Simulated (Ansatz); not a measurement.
The system is TiSi2.

```xyz
6
Lattice="0.0000 4.1175 4.2629 2.3895 0.0000 4.2629 2.3895 4.1175 0.0000" Properties=species:S:1:pos:R:3 pbc="T T T"
Ti    3.5843    6.1763    6.3943
Ti    2.3895    4.1175    4.2629
Si    1.1948    3.3975    2.1314
Si    1.1948    0.7200    2.1314
Si    2.3895    1.3387    4.2629
Si    2.3895    6.8963    4.2629
```

The cell is a database's computed one.

Base run:

```yaml
Program: Ansatz 0.2.0
Functional: BLYP
Potentials_or_basis: Ansatz PAW
Cutoff: 420 eV
Density_cutoff: 1680 eV
k_mesh: 7 × 7 × 7
Occupations: fermi-dirac, width 0.05 eV
Spin: no spin polarisation
```

Its results: band gap on the k mesh none (metal or under the smearing width); pressure 8.9 GPa; largest force 0.017 eV/Å.

Problem. After a change of settings the same cell gave: band gap on the k mesh none (metal or under the smearing width); pressure 4.0 GPa; largest force 0.011 eV/Å. Which change was it?
A. functional from BLYP to r2SCAN; cutoff from 420 eV to 500 eV; density cutoff from 1680 eV to 2000 eV
B. functional from BLYP to PBEsol
C. functional from BLYP to PBE
D. functional from BLYP to revPBE

Solution. D.

Caveats: the potentials were made for another functional, which shifts forces and pressure; the PAW data sets come from PBE, with cores solved anew for the run's functional, which leaves a small shift of forces and pressure.

Not every run made on this cell is shown here.
